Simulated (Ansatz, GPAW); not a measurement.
# A Sn chain with a Ti atom on top of one atom: relaxation, then transmission at several levels, part 4 of 4

How well does a Sn chain with a Ti atom on top of one atom conduct once its atoms have relaxed, and how much do cheaper levels lose?

GPAW 26.7.0 and Ansatz 0.2.0; Ansatz plane waves; relaxation of the junction with the lead ends held (the session's first sound run).

So far, transmission at the Fermi level (one spin): step 3 (plane waves, PBE) 1.09; step 5 (GPAW, szp: basis = "szp(dzp)", PBE, GPAW) 1.11; step 6 (GPAW, sz: basis = "sz(dzp)", PBE, GPAW) 1.15; step 7 (revPBE in the dzp basis: xc = "revPBE") 1.06; step 8 (without the relaxation: geometry = "as built", PBE, GPAW) 2.19.

## 11. Grid spacing 0.22: h = 0.22

The real-space grid carries density and potential; a coarse one breaks translation symmetry along the lead and scatters electrons that should pass.

This step: GPAW LCAO, PAW setups; Landauer transmission from Green's functions with principal layers (ASE), zero bias (GPAW 26.7.0).

Contents of run.py:

```python
import json
import numpy as np
from ase import Atoms
from ase.transport.calculators import TransportCalculator
from gpaw import GPAW, FermiDirac
from gpaw.lcao.tools import get_lcao_hamiltonian
from scipy.linalg import eigh

# The junction with lead layers at both ends, along the third cell vector
device = Atoms(
    ['Sn', 'Sn', 'Sn', 'Sn', 'Sn', 'Sn', 'Sn', 'Ti', 'Sn', 'Sn', 'Sn', 'Sn', 'Sn', 'Sn'],
    positions=[
        [4.50000, 4.50000, 1.37500],
        [4.50000, 4.50000, 4.12500],
        [4.50000, 4.50000, 6.87500],
        [4.50000, 4.50000, 9.62500],
        [4.71304, 4.65930, 12.64185],
        [4.65984, 4.65395, 15.57279],
        [3.25078, 3.73385, 18.21733],
        [5.48979, 5.23390, 18.07308],
        [4.87611, 4.76352, 20.63870],
        [3.77712, 4.12695, 23.30035],
        [4.50000, 4.50000, 26.12500],
        [4.50000, 4.50000, 28.87500],
        [4.50000, 4.50000, 31.62500],
        [4.50000, 4.50000, 34.37500]],
    cell=[[9.0, 0.0, 0.0], [0.0, 9.0, 0.0], [0.0, 0.0, 35.75]],
    pbc=True)

# One principal layer of the lead: the first 3 atoms of the device
lead = Atoms(
    ['Sn', 'Sn', 'Sn'],
    positions=[
        [4.50000, 4.50000, 1.37500],
        [4.50000, 4.50000, 4.12500],
        [4.50000, 4.50000, 6.87500]],
    cell=[[9.0, 0.0, 0.0], [0.0, 9.0, 0.0], [0.0, 0.0, 8.25]],
    pbc=True)

settings = dict(mode='lcao', basis='dzp', xc='PBE', h=0.22,
                occupations=FermiDirac(0.1), maxiter=250,
                mixer=dict(beta=0.1, nmaxold=8, weight=100.0),
                convergence=dict(density=0.0001))
energies = np.arange(-2, 2 + 1e-9, 0.025)
eta = 0.0001
n1, n2 = 1, 1
# k and -k transmit alike, so half of the mesh across the current serves
mesh = [(i, j) for i in range(n1) for j in range(n2) if (i, j) <= (-i % n1, -j % n2)]
weights = np.array([1 if (i, j) == (-i % n1, -j % n2) else 2 for i, j in mesh]) / (n1 * n2)

# [... helper functions left out ...]
fermi_lead = ground_state(lead, (1, 1, 14), 'lead.txt')
fermi_device = ground_state(device, (1, 1, 2), 'device.txt')
# [... loop over the mesh left out, but for ...]
        # Shift the lead onto the potential of the device's first layer
        shift = ((H[:, 0, 0] - H0[:, 0, 0]) / S0[0, 0]).real.mean()
# [...]
kT = 8.617333e-5 * 300
bias = [0.1, 0.2, 0.5, 1.0, 1.5, 2.0]
# [... integrals and printing left out ...]
```

Started as:

```
$ OMP_NUM_THREADS=1 OPENBLAS_NUM_THREADS=1 python run.py
```

Output:

```text
basis functions: device 328, principal layer 69
Fermi level: lead -2.9465 eV, device -2.7188 eV; lead shifted by 0.0106 eV
largest coupling past the next layer 3.84e-07 eV, largest misfit of the first layer 0.049 eV
  E-E_F (eV)   T (one spin)  channels
    -2.000    1.5967e-01    1.0000
    -1.975    1.7098e-01    1.0000
    -1.950    1.8263e-01    1.0000
    -1.925    1.9453e-01    1.0000
    -1.900    2.0654e-01    1.0000
    -1.875    2.1846e-01    1.0000
    -1.850    2.3010e-01    1.0000
    -1.825    2.4118e-01    1.0000
    -1.800    2.5136e-01    1.0000
    -1.775    2.6026e-01    1.0000
    -1.750    2.6740e-01    1.0000
    -1.725    2.7223e-01    1.0000
    -1.700    2.7411e-01    1.0000
    -1.675    2.7234e-01    1.0000
    -1.650    2.6614e-01    1.0000
    -1.625    2.5477e-01    1.0000
[...]
1.825    6.5911e-01    3.0000
     1.850    6.5700e-01    3.0000
     1.875    6.5050e-01    3.0000
     1.900    6.4126e-01    3.0000
     1.925    6.3594e-01    3.0000
     1.950    6.4935e-01    3.0000
     1.975    7.0021e-01    3.0000
     2.000    7.9209e-01    3.0000
conductance at 300 K: 1.0966 G0 a cell; thermopower -11.23 uV/K
current from the zero-bias T(E) at 0.1 V: 8.4975 uA
current from the zero-bias T(E) at 0.2 V: 17.002 uA
current from the zero-bias T(E) at 0.5 V: 42.478 uA
current from the zero-bias T(E) at 1.0 V: 90.575 uA
current from the zero-bias T(E) at 1.5 V: 154.94 uA
current from the zero-bias T(E) at 2.0 V: 207.55 uA
```

Run time: 67 s. Hardware: 1 thread of Arm Neoverse V2, shared host; peak memory 0.94 GiB.

This step gave:

| Item | Value |
| --- | --- |
| conductance | 1.097 G₀ |
| thermopower | -11.23 μV/K |
| largest misfit of the first principal layer | 0.04913 eV |
| shift that aligns the lead | 0.01063 eV |
| transmission at the Fermi level (one spin) | 1.096 |

One spin. Table of transmission, zone mean by energy, zero at the Fermi level:

| energy (eV) | transmission, zone mean |
| --- | --- |
| -2.000 | 0.160 |
| -1.900 | 0.207 |
| -1.800 | 0.251 |
| -1.700 | 0.274 |
| -1.600 | 0.238 |
| -1.500 | 0.114 |
| -1.400 | 0.00364 |
| -1.300 | 0.0484 |
| -1.200 | 0.173 |
| -1.100 | 0.296 |
| -1.000 | 0.405 |
| -0.900 | 0.508 |
| -0.800 | 0.673 |
| -0.700 | 1.33 |
| -0.625 | 1.94 |
| -0.600 | 1.82 |
| -0.500 | 1.38 |
| -0.400 | 0.762 |
| -0.300 | 0.593 |
| -0.200 | 0.772 |
| -0.100 | 0.931 |
| 0.000 | 1.10 |
| 0.100 | 1.27 |
| 0.200 | 1.42 |
| 0.300 | 1.55 |
| 0.400 | 1.66 |
| 0.475 | 1.78 |
| 0.500 | 1.61 |
| 0.600 | 1.76 |
| 0.700 | 1.96 |
| 0.800 | 2.21 |
| 0.850 | 2.26 |
| 0.900 | 2.20 |
| 1.000 | 1.77 |
| 1.100 | 1.11 |
| 1.200 | 0.672 |
| 1.300 | 0.555 |
| 1.400 | 0.536 |
| 1.500 | 0.553 |
| 1.600 | 0.587 |
| 1.700 | 0.627 |
| 1.800 | 0.657 |
| 1.900 | 0.641 |
| 2.000 | 0.792 |

Crossings of the lead's bands, unfolded to its shortest repeat. Open channels, zone mean against energy, zero at the Fermi level:

energy (eV), open channels, zone mean and a bar from the least value:
```
   -2.000       1.00 
   -1.800       1.00 
   -1.600       1.00 
   -1.400       1.00 
   -1.200       1.00 
   -1.000       1.00 
   -0.800       1.00 
   -0.600       3.00 ##############################
   -0.400       3.00 ##############################
   -0.200       3.00 ##############################
    0.000       3.00 ##############################
    0.200       3.00 ##############################
    0.400       3.00 ##############################
    0.600       3.00 ##############################
    0.800       3.00 ##############################
    1.000       3.00 ##############################
    1.200       3.00 ##############################
    1.400       3.00 ##############################
    1.600       3.00 ##############################
    1.800       3.00 ##############################
    2.000       3.00 ##############################
```

Not self-consistent under bias; the bias window is split evenly. The current through one cell, from the zero-bias transmission by bias:

| bias (V) | current through one cell, from the zero-bias transmission (μA) |
| --- | --- |
| 0.100 | 8.50 |
| 0.200 | 17.0 |
| 0.500 | 42.5 |
| 1.000 | 90.6 |
| 1.500 | 155 |
| 2.000 | 208 |

Table of transmission of the three most open eigenchannels by energy, zero at the Fermi level:

| energy (eV) | channel 1 | channel 2 | channel 3 |
| --- | --- | --- | --- |
| -2.000 | 0.160 | 0 | 0 |
| -1.800 | 0.251 | 0 | 0 |
| -1.600 | 0.238 | 0 | 0 |
| -1.400 | 0.00364 | 0 | 0 |
| -1.200 | 0.173 | 0 | 0 |
| -1.000 | 0.405 | 0 | 0 |
| -0.800 | 0.673 | 1.8e-6 | 1.5e-7 |
| -0.600 | 0.925 | 0.838 | 0.0600 |
| -0.400 | 0.361 | 0.217 | 0.184 |
| -0.200 | 0.380 | 0.207 | 0.185 |
| 0.000 | 0.453 | 0.393 | 0.250 |
| 0.200 | 0.659 | 0.413 | 0.353 |
| 0.400 | 0.791 | 0.468 | 0.398 |
| 0.600 | 0.811 | 0.569 | 0.381 |
| 0.800 | 0.944 | 0.923 | 0.339 |
| 1.000 | 0.867 | 0.612 | 0.293 |
| 1.200 | 0.369 | 0.216 | 0.0858 |
| 1.400 | 0.387 | 0.123 | 0.0259 |
| 1.600 | 0.451 | 0.103 | 0.0326 |
| 1.800 | 0.523 | 0.0879 | 0.0460 |
| 2.000 | 0.590 | 0.163 | 0.0390 |

The conductance, 1.10 G₀, lies 0.3 % above that of the dzp run.

## 12. Summary of results

| Quantity | Value |
| --- | --- |
| conductance | 1.09 G₀ |
| transmission at the Fermi level, mean of the spins | 1.09 |
| thermopower | -11.2 μV/K |
| open channels of the lead there | 3 |

What this shows: In the dzp basis the junction conducts 1.09 G₀ at 300 K, with T = 1.09 a spin at the Fermi level; the sz basis reaches that conductance within 10 %. Relaxation moved atoms by up to 1.6 Å and took the conductance from 2.19 to 1.09 G₀, as a ratio a larger change than the step from dzp to the minimal basis. Plane waves (PBE) give T = 1.09 there. The scatterer reflects about 64 % of the incoming channels at the Fermi level. At the Fermi level the three most open eigenchannels pass 0.45, 0.39 and 0.25. The negative thermopower says that the thermally weighted transmission is larger above the Fermi level, as for electron-like transport. Measured against the first run (pw-pbe), the nearest curve is that of dzp (r.m.s. 0.071) and the farthest that of asbuilt (1.2). Over the compared runs wall time goes from 37 s (sz) to 106 s (pw-pbe), on a shared host; the plane-wave run used 4 threads and the orbital runs 1. Moves of this size go well beyond a change of bond lengths: the free chain atoms or the scatterer took up a new arrangement, and the name in the title describes the start. The leads kept an estimated spacing and the cell its length, so the junction may be under some tension or compression. The run had no spin polarisation, so a magnetic state, which chains and small molecules with open shells often have, wasn't tested. Spin-orbit coupling is left out, which matters for the heavy atoms here. An evenly spaced straight chain is an idealisation: free chains tend to dimerise, zigzag or, where a band edge lies near the Fermi level, turn magnetic. The currents use the zero-bias T(E) throughout, which holds only while the bias is small against the distance to the nearest feature.

[Logs are printed without paths, hosts, clocks, repeated set-up lines and the standing remarks that a program may print on its own settings, such as how far it seeks lower states.]

[Hosts, paths, dates, database ids (printed as entryN), source tags and the programs' standing remarks are cut or masked in the printed files.]
